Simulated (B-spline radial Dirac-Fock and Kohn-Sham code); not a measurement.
**The Co-like isoelectronic sequence (27 electrons), Z = 35 to 44**

Model: Dirac-Fock ΔSCF + Breit + QED. Program: an atomic code on a B-spline grid. Binding energies in eV, tabulated ground configurations ([Ar] 3d9 throughout). Correlation and solid-state effects are left out.

```
  ion   2p1/2   2p3/2      3s  outermost level  NIST ionisation energy
 Br⁸⁺  1765.8  1719.1   417.2       226.8 (3d)               224 ± 2.2
 Kr⁹⁺  1922.0  1869.0   471.9       270.2 (3d)                 268 ± 3
Rb¹⁰⁺  2085.8  2026.0   530.0       316.6 (3d)             313.1 ± 2.4
Sr¹¹⁺       ?       ?       ?                ?                       ?
Zr¹³⁺  2623.3  2538.6   724.3       474.9 (3d)                 470 ± 3
Nb¹⁴⁺  2818.0  2723.4   795.8       533.8 (3d)                 530 ± 3
Mo¹⁵⁺  3020.4  2915.1   870.6       595.9 (3d)                 591 ± 3
Tc¹⁶⁺  3230.6  3113.7   948.7       661.1 (3d)                 655 ± 3
Ru¹⁷⁺  3448.8  3319.3  1030.3       729.3 (3d)                 723 ± 3
```

Problem. Fill in the row of Sr¹¹⁺.

Solution. 2p1/2 2257.3, 2p3/2 2189.9, 3s 591.4, outermost 366.3 (3d), NIST 362 ± 2.5 eV.

NIST's values are for the lowest levels; a dash marks a value that is missing or belongs to another shell. Their kind here: theoretical. Where a p, d or f shell is open in either ion the computed value averages over both j values and all terms, while the table refers to the lowest levels; that difference holds spin-orbit splitting (largest in heavy or highly charged ions), term energies where several electrons share open shells, and correlation, and it can reach 10 % or more.
